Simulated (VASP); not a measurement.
# Pb (P6_3/mmc) in VASP: notebook, part 2 of 2

VASP 6.6.1. Earlier steps stand in the parts before.

## 3. Single point, PBE

File INCAR:

```
SYSTEM = Pb
  PREC = Accurate
  ENCUT = 520
  EDIFF = 1E-6
  ISMEAR = 0
  SIGMA = 0.05
  LREAL = .FALSE.
  LASPH = .TRUE.
  NELM = 100
  ALGO = Normal
  ISIF = 2
  LWAVE = .FALSE.
  LCHARG = .FALSE.
  GGA = PE
```

File KPOINTS:

```
Automatic mesh
0
G
  9 9 5
  0 0 0
```

File POSCAR:

```
Pb
1.0
    3.4800000000      0.0000000000      0.0000000000
   -1.7400000000      3.0137684052      0.0000000000
    0.0000000000      0.0000000000      5.5900000000
Pb
2
Cartesian
    1.7400000002      1.0045894683      4.1925000000
   -0.0000000002      2.0091789369      1.3975000000
```

Potentials or basis: VASP PAW PBE potentials, release 64 (Pb_d).

Run with:

```bash
$ cat potpaw_PBE.64/Pb_d/POTCAR > POTCAR
$ mpirun -np 1 vasp_std > vasp.out
```

OUTCAR:

```text
SYSTEM = Pb
   PREC = Accurate
   ENCUT = 520
   EDIFF = 1E-6
   ISMEAR = 0
   LREAL = .FALSE.
   LASPH = .TRUE.
   NELM = 100
   ISIF = 2
   GGA = PE

 ion  position               nearest neighbor table
   1  0.667  0.333  0.750-   2 3.44   2 3.44   2 3.44   2 3.44   2 3.44   2 3.44
   2  0.333  0.667  0.250-   1 3.44   1 3.44   1 3.44   1 3.44   1 3.44   1 3.44

  LATTYP: Found a hexagonal cell.
 ALAT       =     3.4800000000
 C/A-ratio  =     1.6063218391

  Lattice vectors:

 A1 = (   3.4800000000,   0.0000000000,   0.0000000000)
 A2 = (  -1.7400000000,   3.0137684052,   0.0000000000)
 A3 = (   0.0000000000,   0.0000000000,   5.5900000000)

Analysis of symmetry for initial positions (statically):
=====================================================================
 Subroutine PRICEL returns:
 Original cell was already a primitive cell.

 Routine SETGRP: Setting up the symmetry group for a
 hexagonal supercell.

 Subroutine GETGRP returns: Found 24 space group operations
 (whereof 12 operations were pure point group operations)
 out of a pool of 24 trial point group operations.

The static configuration has the point symmetry D_3d.
 The point group associated with its full space group is D_6h.

Analysis of symmetry for dynamics (positions and initial velocities):
=====================================================================
 Subroutine PRICEL returns:
 Original cell was already a primitive cell.

 Routine SETGRP: Setting up the symmetry group for a
 hexagonal supercell.

 Subroutine GETGRP returns: Found 24 space group operations
 (whereof 12 operations were pure point group operations)
 out of a pool of 24 trial point group operations.

The dynamic configuration has the point symmetry D_3d.
 The point group associated with its full space group is D_6h.

 Subroutine INISYM returns: Found 24 space group operations
 (whereof 12 operations are pure point group operations),
 and found     1 'primitive' translations

----------------------------------------------------------------------------------------

                                     Primitive cell

  volume of cell :      58.6274

  direct lattice vectors                    reciprocal lattice vectors
     3.480000000  0.000000000  0.000000000     0.287356322  0.165905250  0.000000000
    -1.740000000  3.013768405  0.000000000     0.000000000  0.331810500  0.000000000
     0.000000000  0.000000000  5.590000000     0.000000000  0.000000000  0.178890877

  length of vectors
     3.480000000  3.480000000  5.590000000     0.331810500  0.331810500  0.178890877

  position of ions in fractional coordinates (direct lattice)
     0.666666667  0.333333333  0.750000000
     0.333333333  0.666666667  0.250000000

  ion indices of the primitive-cell ions
   primitive index   ion index
                 1           1
                 2           2

----------------------------------------------------------------------------------------

 KPOINTS: Automatic mesh

Automatic generation of k-mesh.
 Grid dimensions read from file:
 generate k-points for:    9    9    5

 Generating k-lattice:

  Cartesian coordinates                     Fractional coordinates (reciprocal lattice)
     0.031928480  0.018433917  0.000000000     0.111111111 -0.000000000  0.000000000
     0.000000000  0.036867833  0.000000000     0.000000000  0.111111111  0.000000000
     0.000000000  0.000000000  0.035778175     0.000000000  0.000000000  0.200000000

  Length of vectors
     0.036867833  0.036867833  0.035778175

  Shift w.r.t. Gamma in fractional coordinates (k-lattice)
     0.000000000  0.000000000  0.000000000

 Subroutine IBZKPT returns following result:
 ===========================================

 Found     36 irreducible k-points:

 Following reciprocal coordinates:
            Coordinates               Weight
  0.000000  0.000000  0.000000      1.000000
  0.111111  0.000000  0.000000      6.000000
  0.222222  0.000000  0.000000      6.000000
  0.333333  0.000000  0.000000      6.000000
  0.444444  0.000000  0.000000      6.000000
  0.111111  0.111111  0.000000      6.000000
[... 16 lines left out ...]
  0.333333  0.222222  0.200000     24.000000
  0.333333  0.333333  0.200000      4.000000
 [... further k-points ...]
   k-points           NKPTS =     36   k-points in BZ     NKDIM =     36   number of bands    NBANDS=     18
   number of dos      NEDOS =    301   number of ions     NIONS =      2
   total plane-waves  NPLWV =  32928
   dimension x,y,z NGX =    28 NGY =   28 NGZ =   42
   dimension x,y,z NGXF=    56 NGYF=   56 NGZF=   84
   ions per type =               2
   NGX,Y,Z   is equivalent  to a cutoff of  13.38, 13.38, 12.49 a.u.
   NGXF,Y,Z  is equivalent  to a cutoff of  26.75, 26.75, 24.98 a.u.
 SYSTEM =  Pb
   PREC   = accura    normal or accurate (medium, high low for compatibility)
   ISTART =      0    job   : 0-new  1-cont  2-samecut
   ICHARG =      2    charge: 1-file 2-atom 10-const
   ISPIN  =      1    spin polarized calculation?
   LNONCOLLINEAR =      F non collinear calculations
   LSORBIT =      F    spin-orbit coupling
   LASPH  =      T    aspherical Exc in radial PAW
   ENCUT  =  520.0 eV  38.22 Ry    6.18 a.u.   6.47  6.47 10.39*2*pi/ulx,y,z
   NELM   =    100;   NELMIN=  2; NELMDL= -5     # of ELM steps
   EDIFF  = 0.1E-05   stopping-criterion for ELM
   LREAL  =      F    real-space projection
   EDIFFG = 0.1E-04   stopping-criterion for IOM
   NSW    =      0    number of steps for IOM
   IBRION =     -1    ionic relax: 0-MD 1-quasi-New 2-CG
   NFREE  =      0    steps in history (QN), initial steepest desc. (CG)
   ISIF   =      2    stress and relaxation
   ISYM   =      2    0-nonsym 1-usesym 2-fastsym
   POTIM  = 0.5000    time-step for ionic-motion
   TEBEG  =    0.0;   TEEND  =   0.0 temperature during run
   PSTRESS=    0.0 pullay stress
   NELECT =      28.0000    total number of electrons
   NUPDOWN=      -1.0000    fix difference up-down
   EMIN   =  10.00;   EMAX   =-10.00  energy-range for DOS
   EFERMI =   0.00;   METHOD = LEGACY
   ISMEAR =     0;   SIGMA  =   0.05  broadening in eV -4-tet -1-fermi 0-gaus
   EFERMI_NEDOS =   21; number of points for ismear=-14 and -15
   IALGO  =     38    algorithm
   IMIX   =      4    mixing-type and parameters
     AMIX     =   0.40;   BMIX     =  1.00
     AMIX_MAG =   1.60;   BMIX_MAG =  1.00
  volume/ion in A,a.u.               =      29.31       197.82
  Fermi-wavevector in a.u.,A,eV,Ry     =   1.279658  2.418203 22.279870  1.637524
  Thomas-Fermi vector in A             =   2.412131
   LORBIT       =      0    0 simple, 1 ext, 2 COOP (PROOUT), +10 PAW based schemes
   GGA     = PE    functional components
   LHFCALC =     F    Hartree Fock is set to
   AEXX    =    0.0000 exact exchange contribution
   IVDW    =     0    specifies the selected vdW correction
   LEPSILON=     F    determine dielectric tensor
   LRPA    =     F    only Hartree local field effects (RPA)
 non-spin polarized calculation
 Gauss-broadening in eV      SIGMA  =   0.05
  energy-cutoff  :      520.00
  volume of cell :       58.63
 maximum number of plane-waves:      1595
 NGX is ok and might be reduce to    28
   NGX = 13   NGY = 13   NGZ = 21

 number of electron      28.0000005 magnetization

 Free energy of the ion-electron system (eV)
  ---------------------------------------------------
  ext. energy  EPLUGINS =         0.00000000
  ---------------------------------------------------
  free energy    TOTEN  =        -7.00986292 eV

  energy without entropy =       -7.00800242  energy(sigma->0) =       -7.00893267

 E-fermi :   7.6413     XC(G=0): -10.3507

 val. band max:        7.6323491323   @ k =   0.3333   0.1111   0.2000
 cond. band min:       7.7108705237   @ k =   0.2222   0.1111   0.4000
 fundamental gap:      0.0785213915
 Fermi energy:         7.6413425668

 k-point     1 :       0.0000    0.0000    0.0000
  band No.  band energies     occupation
      1      -9.4681      2.00000
      2      -9.4233      2.00000
      3      -9.4233      2.00000
      4      -9.4182      2.00000
      5      -9.3985      2.00000
      6      -9.3985      2.00000
[... 10 lines left out ...]
     17      15.1331      0.00000
     18      15.8150      0.00000
[... 463 lines left out ...]
 k-point    24 :       0.3333    0.3333    0.2000
  band No.  band energies     occupation
      1      -9.5017      2.00000
      2      -9.4283      2.00000
      3      -9.4283      2.00000
      4      -9.3239      2.00000
      5      -9.3208      2.00000
      6      -9.3208      2.00000
[... 10 lines left out ...]
     17      10.3055      0.00000
     18      10.3055      0.00000

 [... further k-points ...]

------------------------ aborting loop because EDIFF is reached ----------------------------------------

  FORCE on cell =-STRESS in cart. coord.  units (eV):
  Direction    XX          YY          ZZ          XY          YZ          ZX
  --------------------------------------------------------------------------------------
  -------------------------------------------------------------------------------------
  Total        0.9258827      0.9258827      2.4891246     -0.0000000      0.0000000      0.0000000
  in kB       25.3026269     25.3026269     68.0230786     -0.0000000      0.0000000      0.0000000
  external PRESSURE =      39.5427775 kB  Pullay stress =       0.0000000 kB

 VOLUME and BASIS-vectors are now :
 -----------------------------------------------------------------------------
  energy-cutoff  :      520.00
  volume of cell :       58.63
      direct lattice vectors                 reciprocal lattice vectors
     3.480000000  0.000000000  0.000000000     0.287356322  0.165905250  0.000000000
    -1.740000000  3.013768405  0.000000000     0.000000000  0.331810500  0.000000000
     0.000000000  0.000000000  5.590000000     0.000000000  0.000000000  0.178890877

 POSITION                                       TOTAL-FORCE (eV/Angst)
 -----------------------------------------------------------------------------------
      1.74000      1.00459      4.19250        -0.000000     -0.000000      0.000000
     -0.00000      2.00918      1.39750         0.000000      0.000000      0.000000
 -----------------------------------------------------------------------------------
    total drift:                               -0.000000      0.000000      0.000000

  FREE ENERGIE OF THE ION-ELECTRON SYSTEM (eV)
  ---------------------------------------------------
  free  energy   TOTEN  =        -7.0098629182 eV

  energy  without entropy=       -7.0080024215  energy(sigma->0) =       -7.00893267
```

OSZICAR:

```text
N       E                     dE             d eps       ncg     rms          rms(c)
DAV:   1     0.280754704402E+03    0.28075E+03   -0.14709E+04  1296   0.192E+03
DAV:   2     0.113554218334E+02   -0.26940E+03   -0.26579E+03  1298   0.438E+02
DAV:   3    -0.650356655938E+01   -0.17859E+02   -0.17640E+02  1564   0.143E+02
DAV:   4    -0.701682630732E+01   -0.51326E+00   -0.51202E+00  1556   0.284E+01
DAV:   5    -0.703738126664E+01   -0.20555E-01   -0.20555E-01  1552   0.498E+00    0.805E-01
DAV:   6    -0.701600727474E+01    0.21374E-01   -0.43273E-02  1700   0.305E+00    0.397E-01
DAV:   7    -0.701009330645E+01    0.59140E-02   -0.17696E-02  1666   0.198E+00    0.126E-01
DAV:   8    -0.700987141549E+01    0.22189E-03   -0.13242E-03  1706   0.554E-01    0.154E-02
DAV:   9    -0.700986386588E+01    0.75496E-05   -0.61655E-05  1670   0.135E-01    0.792E-03
DAV:  10    -0.700986262013E+01    0.12458E-05   -0.32722E-06  1138   0.249E-02    0.164E-03
DAV:  11    -0.700986291823E+01   -0.29810E-06   -0.11779E-06   700   0.199E-02
   1 F= -.70098629E+01 E0= -.70089327E+01  d E =-.186050E-02
```

Wall time 24 s (1 thread of Intel Xeon Platinum 8375C at 2.90GHz (Ice Lake), shared host); peak memory 0.18 GiB.

What came out:

```yaml
Free_energy: -7.0099 eV
Pressure: 4.0 GPa
Band_gap_on_the_k_mesh: none (metal or under the smearing width)
```

## 4. Single point, PBE

File run.py:

```python
from ase.calculators.vasp import Vasp
from ase.dft.bandgap import bandgap
from ase.io import read

atoms = read('Pb.xyz')
calc = Vasp(
    directory='calc',
    xc='pbe',
    pp='PBE',
    setups='materialsproject',
    prec='Accurate',
    encut=520,
    ediff=1e-07,
    ismear=0,
    sigma=0.05,
    lreal=False,
    lasph=True,
    nelm=80,
    algo='Normal',
    isif=2,
    lwave=False,
    lcharg=False,
    kpts=[9, 9, 5],
    gamma=True,
)
atoms.calc = calc

print('energy (eV):', atoms.get_potential_energy())
print('free energy (eV):', atoms.get_potential_energy(force_consistent=True))
print('forces (eV/A):')
print(atoms.get_forces())
print('stress (eV/A^3, Voigt):', atoms.get_stress())
print('Fermi level (eV):', calc.get_fermi_level())
gap, top, bottom = bandgap(calc)
print('band gap (eV):', gap, 'from (spin, k, band)', top, 'to', bottom)
```

File Pb.xyz:

```xyz
2
Lattice="3.4800000000 0.0000000000 0.0000000000 -1.7400000000 3.0137684052 0.0000000000 0.0000000000 0.0000000000 5.5900000000" Properties=species:S:1:pos:R:3 pbc="T T T"
Pb     1.7400000002      1.0045894683      4.1925000000
Pb    -0.0000000002      2.0091789369      1.3975000000
```

Potentials or basis: VASP PAW PBE potentials, release 64 (Pb_d).

Run with:

```bash
$ python run.py
```

Output:

```text
energy (eV): -7.00893252
free energy (eV): -7.00986286
forces (eV/A):
[[ 0. -0.  0.]
 [-0.  0.  0.]]
stress (eV/A^3, Voigt): [-0.01585074 -0.01585074 -0.04253222 -0.         -0.         -0.        ]
Fermi level (eV): 7.64134291
band gap (eV): 0.0 from (spin, k, band) (None, None, None) to (None, None, None)
```

OUTCAR:

```text
ENCUT = 520.000000
   EDIFF = 1.00e-07
   GGA = PE
   PREC = Accurate
   ISIF = 2
   ISMEAR = 0
[... 730 lines left out ...]
      1.74000      1.00459      4.19250         0.000000     -0.000000      0.000000
     -0.00000      2.00918      1.39750        -0.000000      0.000000      0.000000
 -----------------------------------------------------------------------------------
    total drift:                               -0.000000      0.000000      0.000000

  FREE ENERGIE OF THE ION-ELECTRON SYSTEM (eV)
  ---------------------------------------------------
  free  energy   TOTEN  =        -7.0098628558 eV

  energy  without entropy=       -7.0080021851  energy(sigma->0) =       -7.00893252
```

INCAR:

```text
ENCUT = 520.000000
SIGMA = 0.050000
EDIFF = 1.00e-07
ALGO = Normal
GGA = PE
PREC = Accurate
ISIF = 2
ISMEAR = 0
NELM = 80
LASPH = .TRUE.
LCHARG = .FALSE.
LWAVE = .FALSE.
LREAL = .FALSE.
```

Wall time 32 s (1 thread of Intel Xeon Platinum 8375C at 2.90GHz (Ice Lake), shared host); peak memory 0.18 GiB.

Results:

- Free energy: -7.0099 eV
- Pressure: 4.0 GPa
- Band gap on the k mesh: none (metal or under the smearing width)

Stress tensor (GPa, compression positive):
```
2.54 0.00 0.00
0.00 2.54 0.00
0.00 0.00 6.81
```

Spin-orbit coupling is left out, which matters for the levels of Pb.

## 5. Electrostatic potential, LDA, spin-orbit coupling, no magnetisation (volume scaled by 1.08)

File INCAR:

```
PREC = Accurate ; ENCUT = 520
EDIFF = 1E-7 ; ISMEAR = -1
SIGMA = 0.1 ; LREAL = False
LASPH = True ; NELM = 100
ALGO = Normal ; ISIF = 2
LWAVE = False ; LCHARG = True
MAGMOM = 0 0 0 0 0 0 ; LORBIT = 11
LSORBIT = True ; GGA_COMPAT = False
GGA = CA ; LVHAR = True
```

File KPOINTS:

```
regular mesh
0
Gamma
  7 7 4
```

File POSCAR:

```
Pb
1.0
    3.5704297767      0.0000000000      0.0000000000
   -1.7852148883      3.0920828890      0.0000000000
    0.0000000000      0.0000000000      5.7352593252
Pb
2
Direct
    0.6666666667      0.3333333333      0.7500000000
    0.3333333333      0.6666666667      0.2500000000
```

Potentials or basis: VASP PAW LDA potentials, release 64 (Pb_d).

Run with:

```bash
$ cat potpaw_LDA.64/Pb_d/POTCAR > POTCAR
$ mpirun -np 1 vasp_ncl > vasp.out
```

Run time: 1.9 min. Hardware: 1 thread of Intel Xeon Platinum 8375C at 2.90GHz (Ice Lake), shared host; peak memory 0.29 GiB.

The run converged. Its results:

```
Free energy                                           : -9.5579 eV
Pressure                                              : -3.4 GPa
Valence electrons inside the program's atomic spheres : Pb 11.95
```

Stress tensor (GPa, compression positive):
```
-3.21  0.00  0.00
 0.00 -3.21  0.00
 0.00  0.00 -3.86
```

## 6. Single point, PBEsol

File INCAR:

```
PREC = Accurate
ENCUT = 900
EDIFF = 1E-8
ISMEAR = -1
SIGMA = 0.1
LREAL = False
LASPH = True
NELM = 100
ALGO = Normal
ISIF = 2
LWAVE = False
LCHARG = False
GGA = PS
ADDGRID = False
```

File KPOINTS:

```
regular mesh
0
Gamma
  21 21 12
```

File POSCAR:

```
Pb
1.0
    3.4800000000      0.0000000000      0.0000000000
   -1.7400000000      3.0137684052      0.0000000000
    0.0000000000      0.0000000000      5.5900000000
Pb
2
Direct
    0.6666666667      0.3333333333      0.7500000000
    0.3333333333      0.6666666667      0.2500000000
```

Potentials or basis: VASP PAW PBE potentials, release 64 (Pb_d).

Run with:

```bash
$ cat potpaw_PBE.64/Pb_d/POTCAR > POTCAR
$ mpirun -np 1 vasp_std > vasp.out
```

Run time: 3.7 min. Hardware: 1 thread of Intel Xeon 6975P-C (Granite Rapids), shared host; peak memory 0.76 GiB.

It converged, with:

```
Free energy            : -7.9807 eV
Pressure               : 1.0 GPa
Band gap on the k mesh : none (metal or under the smearing width)
```

Stress tensor (GPa, compression positive):
```
0.52 0.00 0.00
0.00 0.52 0.00
0.00 0.00 2.06
```

Levels at points of the mesh, in eV from the Fermi level:
| k point | band 10 | band 11 | band 12 | band 13 | band 14 | band 15 | band 16 | band 17 | band 18 |
| --- | --- | --- | --- | --- | --- | --- | --- | --- | --- |
| (0.00, 0.00, 0.00) | -16.68 | -11.96 | -7.98 | -4.30 | 5.60 | 5.60 | 7.51 | 7.51 | 8.18 |
| (0.00, 0.00, 0.50) | -16.75 | -10.68 | -10.68 | 1.04 | 1.04 | 6.51 | 6.51 | 6.51 | 6.51 |

Caveat: the PAW data sets were made with another functional, which shifts forces and pressure a little.

## 7. The reference run

An earlier run on the cell as given: functional PBEsol; potentials or basis VASP PAW PBE potentials, release 64 (Pb_d); cutoff 520 eV; k mesh 9 × 9 × 5; occupations fermi-dirac, width 0.05 eV; no spin polarisation.

- Pressure: 1.0 GPa
- Band gap on the k mesh: none (metal or under the smearing width)

## 8. Summary

| task | level | potentials or basis | spin | cell | k mesh | cutoff (eV) | smearing | target pressure | ladder | gap on the mesh (eV) | pressure (GPa) |
| --- | --- | --- | --- | --- | --- | --- | --- | --- | --- | --- | --- |
| relaxation of cell and atoms | PBEsol | VASP PAW PBE potentials, release 64 (Pb_d) | off | relaxed to 30 GPa | 9 × 9 × 5 | 600 | fermi-dirac 0.05 eV | 30 GPa | - | none | 30.0 |
| single point | PBE | VASP PAW PBE potentials, release 64 (Pb_d) | off | as given | 9 × 9 × 5 | 520 | gaussian 0.05 eV | - | - | none | 4.0 |
| electrostatic potential | LDA | VASP PAW LDA potentials, release 64 (Pb_d) | SOC, no magnetisation | volume scaled by 1.08 | 7 × 7 × 4 | 520 | fermi-dirac 0.1 eV | - | - | - | -3.4 |
| single point | PBEsol | VASP PAW PBE potentials, release 64 (Pb_d) | off | as given | 21 × 21 × 12 | 900 | fermi-dirac 0.1 eV | - | - | none | 1.0 |
| single point | PBEsol | VASP PAW PBE potentials, release 64 (Pb_d) | off | as given | 9 × 9 × 5 | 520 | fermi-dirac 0.05 eV | - | free | none | 1.0 |

Caveats: the PAW data sets were made with another functional, which shifts forces and pressure a little (some runs); the cell is relaxed towards a set pressure, so the enthalpy falls and the energy may rise (some runs).

Total energies depend on the potentials used, so only differences within one code and one set of settings carry meaning.
